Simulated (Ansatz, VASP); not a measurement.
Two plane-wave programs on NaF

INCAR

```
ALGO = Normal
EDIFF = 1E-7
ENCUT = 520
GGA = PE
ISIF = 2
ISMEAR = 0
LASPH = True
LCHARG = True
LELF = True
LREAL = False
LVHAR = True
LWAVE = False
NBANDS = 14
NELM = 60
PREC = Accurate
SIGMA = 0.05
```

The input KPOINTS:

```
k-points
0
Gamma
  8 8 8
```

POSCAR

```
NaF
1.0
    0.0000000000      2.6717950000      2.3233000000
    1.9748050000      0.0000000000      2.3233000000
    1.9748050000      2.6717950000      0.0000000000
Na F
1 1
Direct
    0.0000000000      0.0000000000      0.0000000000
    0.5000000000      0.5000000000      0.5000000000
```

Input for Ansatz:

```yaml
crystal:
  lattice:
    - [0.0, 2.671795, 2.3233]
    - [1.974805, 0.0, 2.3233]
    - [1.974805, 2.671795, 0.0]
  atoms:
    - { symbol: Na, position: [0.0, 0.0, 0.0] }
    - { symbol: F, position: [0.5, 0.5, 0.5] }
basis:
  ecutwfc: 420
kpoints:
  mp_grid: { grid: [8, 8, 8] }
hamiltonian:
  xc: pbe
scf:
  occupations: { method: gaussian, width: 0.05 }
output:
  forces: true
  stress: true
  eigenvalues: true
```

Change from the starting cell: strain -0.1500 x Voigt [1, -1, 0, 0, 0, 0], atoms carried along.

Alike in both runs: task single point; functional PBE; k mesh 8 × 8 × 8; occupations gaussian, width 0.05 eV; no spin polarisation.

```csv
,VASP,Ansatz
version,VASP 6.6.1,Ansatz 0.2.0
potentials or method,"VASP PAW PBE potentials, release 64 (Na_pv, F)","scalar-relativistic, plane waves, PAW"
plane-wave cutoff (eV),520,420
valence electrons in the cell,14,16
```

|  | VASP | Ansatz | Ansatz less VASP |
| --- | --- | --- | --- |
| gap on the k mesh at the Fermi level (eV) | 6.15 | 6.18 | +0.032 |
| least direct gap on the mesh (eV) | 6.15 | 6.18 | +0.032 |
| pressure (GPa) | 13.2 | 12.8 | -0.36 |
| largest component of the traceless stress (GPa) | 25.66 | 24.56 | -1.099 |

The two sets of potentials don't hold the same shells in valence.
